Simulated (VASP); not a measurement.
Input of a VASP 6.6.1 run:

Contents of INCAR:

```
ALGO = Normal
EDIFF = 1E-7
EDIFFG = -0.01
ENCUT = 600
IBRION = 2
ISIF = 2
ISMEAR = 0
LASPH = True
LCHARG = False
LMIXTAU = True
LREAL = False
LWAVE = False
METAGGA = R2SCAN
NELM = 80
NSW = 40
PREC = Accurate
SIGMA = 0.03
```

The input KPOINTS:

```
k-points
0
Gamma
  8 8 8
```

The input POSCAR:

```
SnSe                                    
1.0
    3.6206563194      0.0000000000     -0.0000000000
    0.0000000000      3.6206563194     -0.0000000000
    0.0000000000     -0.0000000000      3.6206563194
  Sn              Se            
     1     1
Direct
     0.5000000000000000    0.5000000000000000    0.5000000000000000
     0.0000000000000000    0.0000000000000000    0.0000000000000000
```

Potentials or basis: VASP PAW PBE potentials, release 64 (Sn_d, Se).

Launch:

```bash
$ cat potpaw_PBE.64/Sn_d/POTCAR potpaw_PBE.64/Se/POTCAR > POTCAR
$ mpirun -np 1 vasp_std > vasp.out
```

Q: Predict the band gap on the k mesh.

A: None (metal or under the smearing width).

Final structure:
```
Sn Se
1.0
     3.62066    0.00000    0.00000
     0.00000    3.62066    0.00000
     0.00000    0.00000    3.62066
Sn Se
1 1
Direct
  0.50000 0.50000 0.50000
  0.00000 0.00000 0.00000
```

Caveat: the relaxation stopped at its first step, so nothing moved.
